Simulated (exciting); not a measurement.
**In: single point with PBE**

The system is In.

```
CELL_PARAMETERS angstrom
-1.64299 1.57678 2.43209
1.65802 -1.63180 2.47812
1.65199 1.64080 -2.46824
ATOMIC_POSITIONS crystal
In 0.99147 0.00315 0.99997
```

The cell isn't the ideal one: cell strained at random at fixed volume.

```
Program             : exciting (release sodium)
Task                : single point
Functional          : PBE
Potentials or basis : all-electron LAPW+lo, shipped species files, valence relativity iora*
rgkmax              : 7.5
k mesh              : 11 × 11 × 11
Occupations         : fermi-dirac, width 0.05 eV
Spin                : no spin polarisation
```

```
Band gap on the k mesh                            : none (metal or under the smearing width)
All electrons inside the program's atomic spheres : In 46.65 (radii In 2.3 bohr)
```

Levels at points of the mesh, in eV from the Fermi level:
| k point | band 6 | band 7 | band 8 | band 9 | band 10 | band 11 | band 12 | band 13 |
| --- | --- | --- | --- | --- | --- | --- | --- | --- |
| (0.00, 0.00, 0.00) | -14.56 | -14.48 | -14.40 | -9.57 | 10.08 | 10.46 | 10.88 | 11.88 |

Run time: 5 min on 1 thread of Arm Neoverse V2, on a shared host, peak memory 0.11 GiB.

Caveat: rgkmax is low for these elements, so energy differences scatter by about 1 meV per atom; the log's total energy holds no entropy term; the free energy is that total less TS from the occupations.
